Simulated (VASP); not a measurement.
A run of VASP 6.6.1:

File INCAR:

```
  PREC = Accurate
  ENCUT = 600
  EDIFF = 1E-6
  ISMEAR = 0
  SIGMA = 0.03
  LREAL = F
  LASPH = T
  NELM = 80
  ALGO = Normal
  ISIF = 3
  LWAVE = F
  LCHARG = F
  GGA = CA
  IBRION = 2
  NSW = 90
  EDIFFG = -0.01
  PSTRESS = 1600.0
```

The input KPOINTS:

```
Automatic mesh
0
Gamma
  15 15 14
```

POSCAR

```
S
1.0
    1.6385000000      0.9459884161      0.8613333333
   -1.6385000000      0.9459884161      0.8613333333
    0.0000000000     -1.8919768321      0.8613333333
S
1
Direct
    0.0000000000      0.0000000000      0.0000000000
```

Potentials or basis: VASP PAW LDA potentials, release 64 (S).

Command:

```bash
$ cat potpaw_LDA.64/S/POTCAR > POTCAR
$ mpirun -np 1 vasp_std > vasp.out
```

Hardware: 1 thread of Intel(R) Xeon(R) Platinum 8259CL CPU @ 2.50GHz (Skylake/Cascade Lake) (shared host).

Problem. Estimate the wall time of this run.

Solution. Wall time 2.7 min on 1 thread of Intel(R) Xeon(R) Platinum 8259CL CPU @ 2.50GHz (Skylake/Cascade Lake) (shared host), peak memory 0.16 GiB. Counts: scf iterations 47, k points 848, ion steps 9.
